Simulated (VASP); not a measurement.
# AgCl (Chlorargyrite) (Fm-3m) in VASP: further runs, part 2 of 2

VASP 6.6.1.

## 5. Single point, PBEsol

The input, INCAR:

```
PREC = Accurate
ENCUT = 400
EDIFF = 1E-6
ISMEAR = 0
SIGMA = 0.05
LREAL = F
LASPH = T
NELM = 100
ALGO = Normal
ISIF = 2
LWAVE = F
LCHARG = F
GGA = PS
ADDGRID = F
```

The input, KPOINTS:

```
Automatic mesh
0
Gamma
  10 10 10
```

The input, POSCAR:

```
AgCl
1.0
    0.0000000000      2.7350000000      2.7350000000
    2.7350000000      0.0000000000      2.7350000000
    2.7350000000      2.7350000000      0.0000000000
Ag Cl
1 1
Direct
    0.0000000000      0.0000000000      0.0000000000
    0.5000000000      0.5000000000      0.5000000000
```

Potentials or basis: VASP PAW PBE potentials, release 64 (Ag, Cl).

Started as:

```
cat potpaw_PBE.64/Ag/POTCAR potpaw_PBE.64/Cl/POTCAR > POTCAR
mpirun -np 1 vasp_std > vasp.out
```

OUTCAR:

```text
PREC = Accurate
   ENCUT = 400
   EDIFF = 1E-6
   ISMEAR = 0
   LREAL = F
   LASPH = T
   NELM = 100
   ISIF = 2
   GGA = PS

 Found     47 irreducible k-points:

 Following reciprocal coordinates:
            Coordinates               Weight
  0.000000  0.000000  0.000000      1.000000
  0.100000  0.000000  0.000000      8.000000
  0.200000  0.000000  0.000000      8.000000
  0.300000  0.000000  0.000000      8.000000
  0.400000  0.000000  0.000000      8.000000
  0.500000  0.000000  0.000000      4.000000
   k-points           NKPTS =     47   k-points in BZ     NKDIM =     47   number of bands    NBANDS=     13
   number of dos      NEDOS =    301   number of ions     NIONS =      2
   total plane-waves  NPLWV =  21952
   dimension x,y,z NGX =    28 NGY =   28 NGZ =   28
   dimension x,y,z NGXF=    56 NGYF=   56 NGZF=   56
   ions per type =               1   1
   NGX,Y,Z   is equivalent  to a cutoff of  12.03, 12.03, 12.03 a.u.
   NGXF,Y,Z  is equivalent  to a cutoff of  24.07, 24.07, 24.07 a.u.
 SYSTEM =  unknown system
   PREC   = accura    normal or accurate (medium, high low for compatibility)
   ISTART =      0    job   : 0-new  1-cont  2-samecut
   ICHARG =      2    charge: 1-file 2-atom 10-const
   ISPIN  =      1    spin polarized calculation?
   LNONCOLLINEAR =      F non collinear calculations
   LSORBIT =      F    spin-orbit coupling
   LASPH  =      T    aspherical Exc in radial PAW
   ENCUT  =  400.0 eV  29.40 Ry    5.42 a.u.   6.31  6.31  6.31*2*pi/ulx,y,z
   NELM   =    100;   NELMIN=  2; NELMDL= -5     # of ELM steps
   EDIFF  = 0.1E-05   stopping-criterion for ELM
   LREAL  =      F    real-space projection
   EDIFFG = 0.1E-04   stopping-criterion for IOM
   NSW    =      0    number of steps for IOM
   IBRION =     -1    ionic relax: 0-MD 1-quasi-New 2-CG
   NFREE  =      0    steps in history (QN), initial steepest desc. (CG)
   ISIF   =      2    stress and relaxation
   ISYM   =      2    0-nonsym 1-usesym 2-fastsym
   POTIM  = 0.5000    time-step for ionic-motion
   TEBEG  =    0.0;   TEEND  =   0.0 temperature during run
   PSTRESS=    0.0 pullay stress
   NELECT =      18.0000    total number of electrons
   NUPDOWN=      -1.0000    fix difference up-down
   EMIN   =  10.00;   EMAX   =-10.00  energy-range for DOS
   EFERMI =   0.00;   METHOD = LEGACY
   ISMEAR =     0;   SIGMA  =   0.05  broadening in eV -4-tet -1-fermi 0-gaus
   EFERMI_NEDOS =   21; number of points for ismear=-14 and -15
   IALGO  =     38    algorithm
   IMIX   =      4    mixing-type and parameters
     AMIX     =   0.40;   BMIX     =  1.00
     AMIX_MAG =   1.60;   BMIX_MAG =  1.00
  volume/ion in A,a.u.               =      20.46       138.06
  Fermi-wavevector in a.u.,A,eV,Ry     =   1.245083  2.352866 21.092186  1.550232
  Thomas-Fermi vector in A             =   2.379321
   LORBIT       =      0    0 simple, 1 ext, 2 COOP (PROOUT), +10 PAW based schemes
   GGA     = PS    functional components
   LHFCALC =     F    Hartree Fock is set to
   AEXX    =    0.0000 exact exchange contribution
   IVDW    =     0    specifies the selected vdW correction
   LEPSILON=     F    determine dielectric tensor
   LRPA    =     F    only Hartree local field effects (RPA)
 non-spin polarized calculation
 Gauss-broadening in eV      SIGMA  =   0.05
  energy-cutoff  :      400.00
  volume of cell :       40.92
 maximum number of plane-waves:       757
 NGX is ok and might be reduce to    28
   NGX = 13   NGY = 13   NGZ = 13

 number of electron      18.0000000 magnetization

 Free energy of the ion-electron system (eV)
  ---------------------------------------------------
  ext. energy  EPLUGINS =         0.00000000
  ---------------------------------------------------
  free energy    TOTEN  =        -6.06084984 eV

  energy without entropy =       -6.06084984  energy(sigma->0) =       -6.06084984

 E-fermi :   4.5029     XC(G=0): -10.4344

 val. band max:        4.2529034863   @ k =   0.5000   0.0000   0.0000
 cond. band min:       4.9744998407   @ k =   0.0000   0.0000   0.0000
 fundamental gap:      0.7215963544
 Fermi energy:         4.5029434132

 k-point     1 :       0.0000    0.0000    0.0000
  band No.  band energies     occupation
      1     -11.1782      2.00000
      2       1.5995      2.00000
      3       1.5995      2.00000
      4       1.5995      2.00000
      5       1.6417      2.00000
      6       1.6417      2.00000
      7       1.7463      2.00000
      8       1.7463      2.00000
      9       1.7463      2.00000
     10       4.9745      0.00000
     11      14.9829      0.00000
     12      14.9829      0.00000
     13      14.9829      0.00000
[... 65 lines left out ...]
 k-point     6 :       0.5000    0.0000    0.0000
  band No.  band energies     occupation
      1     -10.6665      2.00000
      2      -1.4234      2.00000
      3      -0.2222      2.00000
      4      -0.2222      2.00000
      5       2.0169      2.00000
      6       2.0169      2.00000
      7       2.3536      2.00000
      8       4.2529      2.00000
      9       4.2529      2.00000
     10       8.1694      0.00000
     11      10.9220      0.00000
     12      11.7011      0.00000
     13      11.7011      0.00000

 [... further k-points ...]
[... 5 lines left out ...]
  --------------------------------------------------------------------------------------
  -------------------------------------------------------------------------------------
  Total       -0.2371557     -0.2371557     -0.2371557      0.0000000      0.0000000     -0.0000000
  in kB       -9.2862896     -9.2862896     -9.2862896      0.0000000      0.0000000     -0.0000000
  external PRESSURE =      -9.2862896 kB  Pullay stress =       0.0000000 kB

 VOLUME and BASIS-vectors are now :
 -----------------------------------------------------------------------------
  energy-cutoff  :      400.00
  volume of cell :       40.92
      direct lattice vectors                 reciprocal lattice vectors
     0.000000000  2.735000000  2.735000000    -0.182815356  0.182815356  0.182815356
     2.735000000  0.000000000  2.735000000     0.182815356 -0.182815356  0.182815356
     2.735000000  2.735000000  0.000000000     0.182815356  0.182815356 -0.182815356

 POSITION                                       TOTAL-FORCE (eV/Angst)
 -----------------------------------------------------------------------------------
      0.00000      0.00000      0.00000        -0.000000     -0.000000     -0.000000
      2.73500      2.73500      2.73500         0.000000      0.000000      0.000000
 -----------------------------------------------------------------------------------
    total drift:                                0.000000      0.000000      0.000000

  FREE ENERGIE OF THE ION-ELECTRON SYSTEM (eV)
  ---------------------------------------------------
  free  energy   TOTEN  =        -6.0608498357 eV

  energy  without entropy=       -6.0608498357  energy(sigma->0) =       -6.06084984
```

It took 8.1 s on 1 thread of Intel Xeon 6975P-C (Granite Rapids), shared host; peak memory 0.16 GiB.

These settings aren't checked as converged: the numbers below hold their error.

Results:

* Free energy: -6.0608 eV
* Pressure: -0.9 GPa
* Band gap on the k mesh: 0.72 eV, indirect (least direct gap 3.11 eV)

Caveat: the PAW data sets were made with another functional, which shifts forces and pressure a little.

## 6. Single point, PBEsol

Edit INCAR of step 5 so:

```diff
@@ -3,3 +3,3 @@
 EDIFF = 1E-6
-ISMEAR = 0
+ISMEAR = -5
 SIGMA = 0.05
```

KPOINTS is that of step 5.

POSCAR is that of step 5.

Potentials or basis: VASP PAW PBE potentials, release 64 (Ag, Cl).

Started as:

```
cat potpaw_PBE.64/Ag/POTCAR potpaw_PBE.64/Cl/POTCAR > POTCAR
mpirun -np 1 vasp_std > vasp.out
```

Run time: 8 s. Hardware: 1 thread of Intel Xeon 6975P-C (Granite Rapids), shared host; peak memory 0.16 GiB.

These settings aren't checked as converged: the numbers below hold their error.

What came out:

```
Free energy            : -6.0608 eV
Pressure               : -0.9 GPa
Band gap on the k mesh : 0.72 eV, indirect (least direct gap 3.11 eV)
```

Caveat: the PAW data sets were made with another functional, which shifts forces and pressure a little.
